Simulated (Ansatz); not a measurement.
Kick test of a cell of Li

The cell was found from a structure generator's guess, not taken from experiment.

All numbers below come from Ansatz 0.2.0, DFT PBE, scalar-relativistic, plane waves, PAW. Plane waves to 420 eV, a k mesh through Γ of 20×20×20 on the computed 1-atom cell and Gaussian smearing (0.10 eV); no spin polarisation.

The cell below (1 atom, space group Pm-3m (No. 221)) is relaxed within its symmetry.

```yaml
crystal:
  lattice:
    - [2.73029, 0.00000, 0.00000]
    - [0.00000, 2.73029, 0.00000]
    - [0.00000, 0.00000, 2.73029]
  atoms:
    - { symbol: Li, position: [0.50000, 0.50000, 0.50000] }
```

For the test a repeat of it with 4 atoms (edges 2.73, 5.46, 5.46 Å) was strained at random (σ = 1.5 % a component), the atoms were moved at random (σ = 0.05 Å), and all was relaxed again on a coarse 8×4×4 mesh (in the run’s order of axes) with 0.20 eV smearing, with no symmetry imposed.

Task: Is the structure stable against such a distortion?

Result: It doesn't return. The energy falls by 126 meV/atom on that mesh, the volume changes by -0.3 %, and the end has space group Cmcm (No. 63) at a loose tolerance. Relaxed again on a 20×20×12 mesh with 0.10 eV smearing, the new structure lies 120 meV/atom below the first (mesh in the axes of the run's cell; the cell below is made exact in the group named). Space group P6_3/mmc (No. 194), hexagonal, a = 3.050 Å, c = 5.021 Å. Li has 12 Li at 3.05–3.07 Å.

```cif
data_structure
_symmetry_space_group_name_H-M 'P 1'
_symmetry_Int_Tables_number 1
_cell_length_a 3.0500
_cell_length_b 3.0500
_cell_length_c 5.0206
_cell_angle_alpha 90.000
_cell_angle_beta 90.000
_cell_angle_gamma 120.000
_cell_volume 40.45
loop_
_atom_site_label
_atom_site_type_symbol
_atom_site_fract_x
_atom_site_fract_y
_atom_site_fract_z
_atom_site_occupancy
Li1 Li 0.66667 0.33333 0.75000 1
Li2 Li 0.33333 0.66667 0.25000 1
```
